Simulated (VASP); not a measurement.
# MnO2 (P-3m1) in VASP: notebook

The runs below take MnO2 through single point, with r2SCAN.

Everything below comes from runs of VASP 6.6.1. Logs are shortened: lines on timing, memory, paths and dates and some standing lists are left out, and cuts for length are marked.

## (1) Starting point

Symmetry: P-3m1, No. 164, trigonal system. Conventional cell: a = 2.857 Å, b = 2.857 Å, c = 4.601 Å, α = 90.00°, β = 90.00°, γ = 120.00°. Around Mn (site symmetry -3m) lie 6 O at 1.90 Å. O (site symmetry 3m) has 3 Mn at 1.90 Å as nearest neighbours.

Measurements of this composition are mostly on another form, of space group No. 136.

## (2) Single point, r2SCAN, collinear spin, ferromagnetic start

INCAR reads:

```
SYSTEM = MnO2
PREC = Accurate ; ENCUT = 340
EDIFF = 1E-6 ; ISMEAR = 0
SIGMA = 0.05 ; LREAL = .FALSE.
LASPH = .TRUE. ; NELM = 100
ALGO = Normal ; ISIF = 2
LWAVE = .FALSE. ; LCHARG = .FALSE.
ISPIN = 2 ; MAGMOM = 4 0 0
LORBIT = 11 ; LMAXMIX = 4
METAGGA = R2SCAN ; LMIXTAU = .TRUE.
ADDGRID = .FALSE.
```

KPOINTS reads:

```
Automatic mesh
0
G
  11 11 6
  0 0 0
```

POSCAR reads:

```
MnO2
1.0
    2.8565781804      0.0000000000      0.0000000000
   -1.4282890902      2.4738692722      0.0000000000
    0.0000000000      0.0000000000      4.6013740589
Mn O
1 2
Direct
    0.0000000000      0.0000000000      0.5000000000
    0.3333333333      0.6666666667      0.7062925700
    0.6666666667      0.3333333333      0.2937074300
```

Potentials or basis: VASP PAW PBE potentials, release 64 (Mn_pv, O).

On the command line:

```console
$ cat potpaw_PBE.64/Mn_pv/POTCAR potpaw_PBE.64/O/POTCAR > POTCAR
$ mpirun -np 1 vasp_std > vasp.out
```

OUTCAR:

```text
SYSTEM = MnO2
   PREC = Accurate
   ENCUT = 340
   EDIFF = 1E-6
   ISMEAR = 0
   LREAL = .FALSE.
   LASPH = .TRUE.
   NELM = 100
   ISIF = 2
   ISPIN = 2
   LORBIT = 11
   METAGGA = R2SCAN

 Found     84 irreducible k-points:

 Following reciprocal coordinates:
            Coordinates               Weight
  0.000000  0.000000  0.000000      1.000000
  0.090909  0.000000  0.000000      6.000000
  0.181818  0.000000  0.000000      6.000000
  0.272727  0.000000  0.000000      6.000000
  0.363636  0.000000  0.000000      6.000000
  0.454545  0.000000  0.000000      6.000000
   k-points           NKPTS =     84   k-points in BZ     NKDIM =     84   number of bands    NBANDS=     18
   number of dos      NEDOS =    301   number of ions     NIONS =      3
   total plane-waves  NPLWV =   9072
   dimension x,y,z NGX =    18 NGY =   18 NGZ =   28
   dimension x,y,z NGXF=    36 NGYF=   36 NGZF=   56
   ions per type =               1   2
   NGX,Y,Z   is equivalent  to a cutoff of  10.48, 10.48, 10.12 a.u.
   NGXF,Y,Z  is equivalent  to a cutoff of  20.95, 20.95, 20.23 a.u.
 SYSTEM =  MnO2
   PREC   = accura    normal or accurate (medium, high low for compatibility)
   ISTART =      0    job   : 0-new  1-cont  2-samecut
   ICHARG =      2    charge: 1-file 2-atom 10-const
   ISPIN  =      2    spin polarized calculation?
   LNONCOLLINEAR =      F non collinear calculations
   LSORBIT =      F    spin-orbit coupling
   LASPH  =      T    aspherical Exc in radial PAW
   ENCUT  =  340.0 eV  24.99 Ry    5.00 a.u.   4.29  4.29  6.92*2*pi/ulx,y,z
   NELM   =    100;   NELMIN=  2; NELMDL= -5     # of ELM steps
   EDIFF  = 0.1E-05   stopping-criterion for ELM
   LREAL  =      F    real-space projection
   EDIFFG = 0.1E-04   stopping-criterion for IOM
   NSW    =      0    number of steps for IOM
   IBRION =     -1    ionic relax: 0-MD 1-quasi-New 2-CG
   NFREE  =      0    steps in history (QN), initial steepest desc. (CG)
   ISIF   =      2    stress and relaxation
   ISYM   =      2    0-nonsym 1-usesym 2-fastsym
   POTIM  = 0.5000    time-step for ionic-motion
   TEBEG  =    0.0;   TEEND  =   0.0 temperature during run
   PSTRESS=    0.0 pullay stress
   NELECT =      25.0000    total number of electrons
   NUPDOWN=      -1.0000    fix difference up-down
   EMIN   =  10.00;   EMAX   =-10.00  energy-range for DOS
   EFERMI =   0.00;   METHOD = LEGACY
   ISMEAR =     0;   SIGMA  =   0.05  broadening in eV -4-tet -1-fermi 0-gaus
   EFERMI_NEDOS =   21; number of points for ismear=-14 and -15
   IALGO  =     38    algorithm
   IMIX   =      4    mixing-type and parameters
     AMIX     =   0.40;   BMIX     =  1.00
     AMIX_MAG =   1.60;   BMIX_MAG =  1.00
  volume/ion in A,a.u.               =      10.84        73.15
  Fermi-wavevector in a.u.,A,eV,Ry     =   1.499747  2.834111 30.602787  2.249241
  Thomas-Fermi vector in A             =   2.611337
   LORBIT       =     11    0 simple, 1 ext, 2 COOP (PROOUT), +10 PAW based schemes
   METAGGA = R2SCAN    functional components
   LHFCALC =     F    Hartree Fock is set to
   AEXX    =    0.0000 exact exchange contribution
   IVDW    =     0    specifies the selected vdW correction
   LEPSILON=     F    determine dielectric tensor
   LRPA    =     F    only Hartree local field effects (RPA)
 spin polarized calculation
 Gauss-broadening in eV      SIGMA  =   0.05
  energy-cutoff  :      340.00
  volume of cell :       32.52
 maximum number of plane-waves:       494
 NGX is ok and might be reduce to    18
   NGX =  9   NGY =  9   NGZ = 13

 number of electron      25.0000006 magnetization       2.9999152

 Free energy of the ion-electron system (eV)
  ---------------------------------------------------
  ext. energy  EPLUGINS =         0.00000000
  ---------------------------------------------------
  free energy    TOTEN  =       -32.71650744 eV

  energy without entropy =      -32.71650744  energy(sigma->0) =      -32.71650744

 E-fermi :   2.8444     XC(G=0): -11.5690

 val. band max:        2.4937067006   @ k =   0.0909   0.0000   0.5000
 cond. band min:       4.4116405023   @ k =   0.0000   0.0000   0.5000
 fundamental gap:      1.9179338017
 Fermi energy:         2.8444266588

 spin component 1

 k-point     1 :       0.0000    0.0000    0.0000
  band No.  band energies     occupation
      1     -49.7649      1.00000
      2     -49.7380      1.00000
      3     -49.7379      1.00000
      4     -17.7839      1.00000
      5     -15.5013      1.00000
      6      -3.7786      1.00000
      7      -3.3045      1.00000
      8      -3.3045      1.00000
      9      -0.1810      1.00000
     10      -0.1810      1.00000
     11       1.4498      1.00000
     12       1.4498      1.00000
     13       1.7185      1.00000
     14       2.0192      1.00000
     15       5.9232      0.00000
     16       5.9232      0.00000
     17      10.5987      0.00000
     18      14.0134      0.00000

 k-point     2 :       0.0909    0.0000    0.0000
  band No.  band energies     occupation
      1     -49.7628      1.00000
      2     -49.7505      1.00000
      3     -49.7408      1.00000
      4     -17.6781      1.00000
      5     -15.5354      1.00000
      6      -3.6482      1.00000
      7      -3.3308      1.00000
      8      -3.2046      1.00000
      9      -0.4259      1.00000
     10      -0.3761      1.00000
     11       1.2153      1.00000
     12       1.5633      1.00000
     13       1.8437      1.00000
     14       2.0754      1.00000
     15       5.6607      0.00000
     16       5.8685      0.00000
     17      10.9887      0.00000
     18      14.4448      0.00000

 k-point     3 :       0.1818    0.0000    0.0000
  band No.  band energies     occupation
      1     -49.7839      1.00000
      2     -49.7571      1.00000
      3     -49.7483      1.00000
      4     -17.3840      1.00000
      5     -15.6252      1.00000
      6      -3.4297      1.00000
      7      -3.2119      1.00000
      8      -2.9365      1.00000
      9      -1.1330      1.00000
     10      -0.7484      1.00000
     11       0.9457      1.00000
     12       1.6777      1.00000
     13       1.9988      1.00000
     14       2.0429      1.00000
     15       5.1357      0.00000
     16       5.7594      0.00000
     17      11.9805      0.00000
     18      15.5041      0.00000

 k-point     4 :       0.2727    0.0000    0.0000
  band No.  band energies     occupation
      1     -49.8274      1.00000
      2     -49.7580      1.00000
      3     -49.7496      1.00000
      4     -16.9703      1.00000
      5     -15.7466      1.00000
      6      -3.5134      1.00000
      7      -2.6477      1.00000
      8      -2.5963      1.00000
      9      -1.9075      1.00000
     10      -0.9928      1.00000
     11       0.7886      1.00000
     12       1.5330      1.00000
     13       1.7158      1.00000
     14       1.9447      1.00000
     15       4.8500      0.00000
     16       5.7339      0.00000
     17      13.1966      0.00000
     18      16.7028      0.00000

 k-point     5 :       0.3636    0.0000    0.0000
  band No.  band energies     occupation
      1     -49.8672      1.00000
      2     -49.7670      1.00000
      3     -49.7427      1.00000
      4     -16.5502      1.00000
      5     -15.8714      1.00000
      6      -3.8707      1.00000
      7      -2.4058      1.00000
      8      -2.1875      1.00000
      9      -1.9315      1.00000
     10      -0.8488      1.00000
     11       0.5533      1.00000
     12       1.0827      1.00000
     13       1.1829      1.00000
     14       1.6559      1.00000
     15       4.9380      0.00000
     16       5.7792      0.00000
     17      14.3475      0.00000
     18      17.2844      0.00000

 k-point     6 :       0.4545    0.0000    0.0000
  band No.  band energies     occupation
      1     -49.8908      1.00000
      2     -49.7724      1.00000
      3     -49.7387      1.00000
      4     -16.2527      1.00000
      5     -15.9787      1.00000
      6      -4.2479      1.00000
      7      -2.3952      1.00000
      8      -1.8549      1.00000
      9      -1.5938      1.00000
     10      -0.3323      1.00000
     11       0.3312      1.00000
     12       0.4554      1.00000
     13       0.6683      1.00000
     14       1.4667      1.00000
     15       5.0865      0.00000
     16       5.8288      0.00000
     17      15.2340      0.00000
     18      16.5995      0.00000

 [... further k-points ...]

 spin component 2

 k-point     1 :       0.0000    0.0000    0.0000
  band No.  band energies     occupation
      1     -45.6373      1.00000
      2     -45.6369      1.00000
      3     -45.4416      1.00000
      4     -17.7278      1.00000
      5     -15.4573      1.00000
      6      -2.6408      1.00000
      7      -2.2998      1.00000
      8      -2.2997      1.00000
      9       1.4401      1.00000
     10       1.4401      1.00000
     11       1.8673      1.00000
     12       4.4182      0.00000
     13       4.4183      0.00000
     14       6.0127      0.00000
     15       7.5225      0.00000
     16       7.5227      0.00000
     17      11.1354      0.00000
     18      14.6835      0.00000

 k-point     2 :       0.0909    0.0000    0.0000
  band No.  band energies     occupation
      1     -45.6531      1.00000
      2     -45.6405      1.00000
      3     -45.4387      1.00000
      4     -17.6214      1.00000
      5     -15.4892      1.00000
      6      -2.5105      1.00000
      7      -2.3483      1.00000
      8      -2.2296      1.00000
      9       0.9443      1.00000
     10       1.2291      1.00000
     11       1.9468      1.00000
     12       4.5492      0.00000
     13       4.6282      0.00000
     14       5.9899      0.00000
     15       7.3071      0.00000
     16       7.4461      0.00000
     17      11.4974      0.00000
     18      15.1236      0.00000

 k-point     3 :       0.1818    0.0000    0.0000
  band No.  band energies     occupation
      1     -45.6953      1.00000
      2     -45.6496      1.00000
      3     -45.4308      1.00000
      4     -17.3261      1.00000
      5     -15.5740      1.00000
      6      -2.4246      1.00000
      7      -2.1386      1.00000
      8      -2.0463      1.00000
      9      -0.1404      1.00000
     10       0.7807      1.00000
     11       2.0197      1.00000
     12       4.7318      0.00000
     13       5.0392      0.00000
     14       5.9140      0.00000
     15       6.9077      0.00000
     16       7.2798      0.00000
     17      12.4328      0.00000
     18      16.2024      0.00000

 k-point     4 :       0.2727    0.0000    0.0000
  band No.  band energies     occupation
      1     -45.7505      1.00000
      2     -45.6615      1.00000
      3     -45.4204      1.00000
      4     -16.9115      1.00000
      5     -15.6902      1.00000
      6      -2.4735      1.00000
      7      -1.7983      1.00000
      8      -1.7432      1.00000
      9      -1.0831      1.00000
     10       0.3514      1.00000
     11       1.7936      1.00000
     12       4.8097      0.00000
     13       5.3098      0.00000
     14       5.7786      0.00000
     15       6.7050      0.00000
     16       7.2245      0.00000
     17      13.6008      0.00000
     18      17.4496      0.00000

 k-point     5 :       0.3636    0.0000    0.0000
  band No.  band energies     occupation
      1     -45.8007      1.00000
      2     -45.6725      1.00000
      3     -45.4109      1.00000
      4     -16.4909      1.00000
      5     -15.8122      1.00000
      6      -2.8506      1.00000
      7      -1.8006      1.00000
      8      -1.5879      1.00000
      9      -0.8026      1.00000
     10       0.0598      1.00000
     11       1.2063      1.00000
     12       4.7637      0.00000
     13       5.3172      0.00000
     14       5.6230      0.00000
     15       6.7928      0.00000
     16       7.3307      0.00000
     17      14.7326      0.00000
     18      18.0540      0.00000

 k-point     6 :       0.4545    0.0000    0.0000
  band No.  band energies     occupation
      1     -45.8305      1.00000
      2     -45.6790      1.00000
      3     -45.4052      1.00000
      4     -16.1891      1.00000
      5     -15.9230      1.00000
      6      -3.3152      1.00000
      7      -1.6032      1.00000
      8      -1.4856      1.00000
      9      -0.3695      1.00000
     10      -0.0680      1.00000
     11       0.6349      1.00000
     12       4.6502      0.00000
     13       5.2367      0.00000
     14       5.5341      0.00000
     15       6.9411      0.00000
     16       7.4484      0.00000
     17      15.6478      0.00000
     18      17.0944      0.00000

 [... further k-points ...]

------------------------ aborting loop because EDIFF is reached ----------------------------------------

  FORCE on cell =-STRESS in cart. coord.  units (eV):
  Direction    XX          YY          ZZ          XY          YZ          ZX
  --------------------------------------------------------------------------------------
  -------------------------------------------------------------------------------------
  Total       -4.2560463     -4.2560463     -4.5195697      0.0000000      0.0000000      0.0000000
  in kB     -209.7039085   -209.7039085   -222.6882348      0.0000000      0.0000000      0.0000000
  external PRESSURE =    -214.0320173 kB  Pullay stress =       0.0000000 kB

 VOLUME and BASIS-vectors are now :
 -----------------------------------------------------------------------------
  energy-cutoff  :      340.00
  volume of cell :       32.52
      direct lattice vectors                 reciprocal lattice vectors
     2.856578180  0.000000000  0.000000000     0.350069187  0.202112539  0.000000000
    -1.428289090  2.473869272  0.000000000     0.000000000  0.404225078  0.000000000
     0.000000000  0.000000000  4.601374059     0.000000000  0.000000000  0.217326387

 POSITION                                       TOTAL-FORCE (eV/Angst)
 -----------------------------------------------------------------------------------
      0.00000      0.00000      2.30069         0.000000     -0.000000     -0.000000
     -0.00000      1.64925      3.24992        -0.000000     -0.000000     -0.104710
      1.42829      0.82462      1.35146         0.000000      0.000000      0.104710
 -----------------------------------------------------------------------------------
    total drift:                               -0.000000      0.000000      0.000000

  FREE ENERGIE OF THE ION-ELECTRON SYSTEM (eV)
  ---------------------------------------------------
  free  energy   TOTEN  =       -32.7165074428 eV

  energy  without entropy=      -32.7165074428  energy(sigma->0) =      -32.71650744

 total charge

# of ion       s       p       d       tot
------------------------------------------
    1        0.383   6.468   4.857  11.708
    2        1.648   3.488   0.000   5.136
    3        1.648   3.488   0.000   5.136
--------------------------------------------------
tot          3.679  13.444   4.857  21.980

 magnetization (x)

# of ion       s       p       d       tot
------------------------------------------
    1        0.030   0.039   2.866   2.935
    2        0.005   0.002   0.000   0.007
    3        0.005   0.002   0.000   0.007
--------------------------------------------------
tot          0.039   0.044   2.866   2.949
```

It took 93 s on 1 thread of Intel Xeon 6975P-C (Granite Rapids), shared host; peak memory 0.17 GiB.

The run converged, but a check on its numbers failed (symmetry, net force, bounds or a known fault of this set-up), so they aren't taken as properties of the crystal.

Caveat: the cutoff lies under the usual one of these potentials, so the numbers hold a large basis-set error; the PAW data sets were made with another functional, which shifts forces and pressure a little; an odd mesh through Γ misses points on the zone boundary, where band edges often lie; a cell with one magnetic atom can't hold antiferromagnetic order, which such compounds often take.

[end of part 1 of 3]
